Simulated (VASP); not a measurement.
A run of VASP 6.6.1 is set up as follows.

Contents of INCAR:

```
SYSTEM = CdO
  PREC = Accurate
  ENCUT = 520
  EDIFF = 1E-7
  ISMEAR = 0
  SIGMA = 0.02
  LREAL = .FALSE.
  LASPH = .TRUE.
  NELM = 60
  ALGO = Normal
  ISIF = 3
  LWAVE = .FALSE.
  LCHARG = .FALSE.
  GGA = PE
  IBRION = 2
  NSW = 80
  EDIFFG = -0.15
```

The input KPOINTS:

```
regular mesh
0
G
  12 12 12
  0 0 0
```

Contents of POSCAR:

```
CdO
1.0
    0.0000000000      2.3495000000      2.3495000000
    2.3495000000      0.0000000000      2.3495000000
    2.3495000000      2.3495000000      0.0000000000
Cd O
1 1
Direct
    0.0000000000      0.0000000000      0.0000000000
    0.5000000000      0.5000000000      0.5000000000
```

Potentials or basis: VASP PAW PBE potentials, release 64 (Cd, O).

Command:

```bash
$ cat potpaw_PBE.64/Cd/POTCAR potpaw_PBE.64/O/POTCAR > POTCAR
$ mpirun -np 1 vasp_std > vasp.out
```

(1) Predict the space group after relaxing (to 0.05 Å).

(2) Predict the relaxed cell.

## Answers

(1) Fm-3m (No. 225).

(2) a = 3.381 Å, b = 3.381 Å, c = 3.381 Å, α = 60.00°, β = 60.00°, γ = 60.00°.
